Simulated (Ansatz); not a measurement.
**Calculated electric field gradients for SiC**

The cell is an entry of the Crystallography Open Database (COD), atoms as given.

Space group P6_3mc (No. 186); a = 3.0790, c = 20.1460 Å, γ = 120.00°.

```
site  Wyckoff  site symmetry       x       y       z
 Si1       2b            3m.  0.3333  0.6667  0.2500
 Si3       2b            3m.  0.3333  0.6667  0.6250
 Si5       2a            3m.  0.0000  0.0000  0.0000
 Si7       2b            3m.  0.3333  0.6667  0.8750
  C9       2b            3m.  0.3333  0.6667  0.9690
 C11       2a            3m.  0.0000  0.0000  0.0940
 C13       2b            3m.  0.3333  0.6667  0.3440
 C15       2b            3m.  0.3333  0.6667  0.7190
```

One atom of each set is listed.

All values are calculated (Ansatz; DFT, PBE, plane waves and PAW, scalar-relativistic, 420 eV cutoff, Γ-centred 10×10×2 k-points, Fermi–Dirac smearing 0.02 eV), not measured.

C_Q = eQV_zz/h, which is 24.18 MHz for Q = 1 b and V_zz = 10²¹ V/m²; η = (V_xx − V_yy)/V_zz.

| site | atoms | first shell | V_zz (10²¹ V/m²) | η | C_Q (MHz) |
| --- | --- | --- | --- | --- | --- |
| Si1 | 2 | 4 C at 1.88–1.89 Å | -0.015 | 0.00 | – |
| Si3 | 2 | 4 C at 1.88–1.89 Å | 0.30 | 0.00 | – |
| Si5 | 2 | 4 C at 1.88–1.89 Å | 0.26 | 0.00 | – |
| Si7 | 2 | 4 C at 1.88–1.89 Å | 0.34 | 0.00 | – |
| C9 | 2 | 4 Si at 1.88–1.89 Å | 0.037 | 0.00 | – |
| C11 | 2 | 4 Si at 1.88–1.89 Å | 0.029 | 0.00 | – |
| C13 | 2 | 4 Si at 1.88–1.89 Å | 0.18 | 0.00 | – |
| C15 | 2 | 4 Si at 1.88–1.89 Å | 0.062 | 0.00 | – |

An axis of threefold or higher order runs through Si1, Si3, Si5, Si7, C9 and C11 and others, so V_zz lies along it and η is zero.

Si, C have no stable isotope with a ground-state quadrupole moment in the table, so no C_Q is given.

The values hang on the deposited positions: relaxing the atoms moves V_zz on Si1 from -0.015 to -0.092, on Si3 from 0.30 to 0.17, on Si5 from 0.26 to 0.13.
